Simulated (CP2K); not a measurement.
Settings test, CP2K on KCl

Simulated with CP2K 2026.2. This is a test of settings. The cell began as a measured structure and was relaxed with r2SCAN in plane waves (Ansatz 0.2.0). All runs are without spin polarisation.

It is cubic, Pm-3m (No. 221); conventional cell a = 3.771 Å, 26.81 Å³ an atom. Around K lie 8 Cl at 3.27 Å; around Cl lie 8 K at 3.27 Å.

The base run uses PBE in the SZV-MOLOPT-SR basis.

```
&GLOBAL
 PROJECT run
 RUN_TYPE ENERGY_FORCE
 PRINT_LEVEL LOW
&END GLOBAL
&FORCE_EVAL
 METHOD QS
 STRESS_TENSOR ANALYTICAL
 &DFT
  BASIS_SET_FILE_NAME BASIS_MOLOPT
  POTENTIAL_FILE_NAME GTH_POTENTIALS
  &QS
   EXTRAPOLATION USE_GUESS
  &END QS
  &MGRID
   CUTOFF 500
   REL_CUTOFF 50
  &END MGRID
  &XC
   &XC_FUNCTIONAL PBE
   &END XC_FUNCTIONAL
  &END XC
  &KPOINTS
   SCHEME MONKHORST-PACK 5 5 5
   SYMMETRY F
   FULL_GRID F
  &END KPOINTS
  &SCF
   ADDED_MOS 8
   EPS_SCF 1e-6
   MAX_SCF 80
   &DIAGONALIZATION
   &END DIAGONALIZATION
   &MIXING
    METHOD BROYDEN_MIXING
    ALPHA 0.3
   &END MIXING
   &SMEAR
    METHOD FERMI_DIRAC
    ELECTRONIC_TEMPERATURE [K] 232
   &END SMEAR
   &PRINT
    &ITERATION_INFO
    &END ITERATION_INFO
   &END PRINT
  &END SCF
  &PRINT
   &BAND_STRUCTURE
    FILE_NAME bands.bs
    ADDED_MOS 6
    &KPOINT_SET
     UNITS B_VECTOR
     SPECIAL_POINT 0.00000000 0.00000000 0.00000000
     NPOINTS 0
    &END KPOINT_SET
    &KPOINT_SET
     UNITS B_VECTOR
     SPECIAL_POINT 0.00000000 0.50000000 0.00000000
     NPOINTS 0
    &END KPOINT_SET
    &KPOINT_SET
     UNITS B_VECTOR
     SPECIAL_POINT 0.50000000 0.50000000 0.00000000
     NPOINTS 0
    &END KPOINT_SET
    &KPOINT_SET
     UNITS B_VECTOR
     SPECIAL_POINT 0.50000000 0.50000000 0.50000000
     NPOINTS 0
    &END KPOINT_SET
    &KPOINT_SET
     UNITS B_VECTOR
     SPECIAL_POINT 0.00000000 0.50000000 0.50000000
     NPOINTS 0
    &END KPOINT_SET
   &END BAND_STRUCTURE
  &END PRINT
 &END DFT
 &SUBSYS
  &CELL
   A 3.77080860 0.00000000 0.00000000
   B -0.00000000 3.77080860 0.00000000
   C -0.00000000 0.00000000 3.77080860
  &END CELL
  &COORD
   SCALED
   K 0.00000000 0.00000000 -0.00000000
   Cl 0.50000000 0.50000000 0.50000000
  &END COORD
  &KIND K
   BASIS_SET SZV-MOLOPT-SR-GTH
   POTENTIAL GTH-PBE
  &END KIND
  &KIND Cl
   BASIS_SET SZV-MOLOPT-SR-GTH
   POTENTIAL GTH-PBE
  &END KIND
 &END SUBSYS
 &PRINT
  &STRESS_TENSOR
  &END STRESS_TENSOR
  &FORCES
  &END FORCES
 &END PRINT
&END FORCE_EVAL
```

Command: `cp2k.psmp -i run.inp`. It took 2.5 s on 2 threads of Arm Neoverse V2, on a shared host, peak memory 0.23 GiB.

It converged with a gap of 4.03 eV and a pressure of 2.90 GPa (positive in compression). Pressures on CP2K's grid carry noise of some tenths of a GPa.

Each further run moved one setting: CUTOFF (density grid cutoff in Ry); REL_CUTOFF (grid cutoff relative to the Gaussians, in Ry); XC_FUNCTIONAL (functional, with the PBE potentials kept); EPS_SCF (SCF threshold). Changes are from the base run, which isn't itself converged in every setting; energies of another Hamiltonian, functional, basis or charge aren't compared, and those at a high electronic temperature are mostly its entropy term. CP2K's gap is over the listed points.

```tsv
setting	how it ended	gap change (eV)	energy change (meV/atom)	pressure change (GPa)	time (s)
CUTOFF = 200	converged	0.00	0.0	0.00	2.2
REL_CUTOFF = 80	converged	0.00	0.0	0.00	2.9
XC_FUNCTIONAL = PADE	converged	-0.52	–	-2.44	2.2
EPS_SCF = 1e-4	converged	0.00	0.0	0.00	2.1
XC_FUNCTIONAL = OLYP	converged	0.74	–	2.62	2.3
CUTOFF = 30 (poor on purpose)	converged	-0.10	-181.3	1.44	1.9
```

CUTOFF = 200 changes nothing that matters here. REL_CUTOFF = 80 changes nothing that matters here. EPS_SCF = 1e-4 changes nothing that matters here.
